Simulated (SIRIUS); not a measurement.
Input of a SIRIUS 7.10.0 run:

The input sirius.json:

```json
{
  "control": {
    "processing_unit": "cpu",
    "verbosity": 2,
    "num_bands_to_print": 16,
    "print_forces": true,
    "print_stress": true
  },
  "parameters": {
    "electronic_structure_method": "pseudopotential",
    "xc_functionals": ["XC_GGA_X_PBE_SOL", "XC_GGA_C_PBE_SOL"],
    "gk_cutoff": 9.0,
    "pw_cutoff": 18.0,
    "ngridk": [8, 8, 8],
    "shiftk": [0, 0, 0],
    "smearing": "fermi_dirac",
    "smearing_width": 0.0018374661,
    "num_bands": 16,
    "num_mag_dims": 0,
    "num_dft_iter": 100,
    "energy_tol": 1e-08,
    "density_tol": 1e-06
  },
  "iterative_solver": {
    "type": "davidson",
    "min_tolerance": 1e-09,
    "tolerance_scale": [0.1, 0.25]
  },
  "mixer": {
    "type": "anderson",
    "beta": 0.7,
    "max_history": 8
  },
  "settings": {
    "tol_ne": 1e-10,
    "pseudo_grid_cutoff": 6.5
  },
  "unit_cell": {
    "lattice_vectors": [
      [0.0, 0.707106781187, 0.707106781187],
      [0.707106781187, 0.0, 0.707106781187],
      [0.707106781187, 0.707106781187, 0.0]
    ],
    "lattice_vectors_scale": 7.2831660764,
    "atom_coordinate_units": "lattice",
    "atom_types": ["Ga", "P"],
    "atom_files": {
      "P": "P.json",
      "Ga": "Ga.json"
    },
    "atoms": {
      "Ga": [
        [0.0, 0.0, 0.0]
      ],
      "P": [
        [0.75, 0.75, 0.75]
      ]
    }
  }
}
```

Potentials or basis: PseudoDojo 0.4.1 PBEsol standard (scalar relativistic).

Launch:

```console
$ upf_to_json P.upf
$ upf_to_json Ga.upf
$ OMP_NUM_THREADS=1 sirius.scf --input=sirius.json --output=out.json --task=0
```

(1) What does it give for the band gap on the k mesh?

(2) Predict the pressure.

Answers

(1) 1.52 eV.

(2) -0.5 GPa.

**Measured values to compare with.**

From “Stacking defects in GaP nanowires: Electronic structure and optical properties”, 2018, arxiv:1810.01194, for a bulk crystal of GaP at 10 K: band gap 2.34 eV (indirect).

Measured gap of GaP: 2.34 eV (indirect; 10 K; quoted in “Stacking defects in GaP nanowires: Electronic structure and optical properties”, 2018, arxiv:1810.01194). This calculation gives 1.52 eV (-0.82 eV). Spin-orbit coupling on Ga is left out. The value is that of PBEsol on a finite k mesh, which can miss the band edges, without temperature or zero-point motion. Semilocal functionals fall short of measured gaps as a rule.
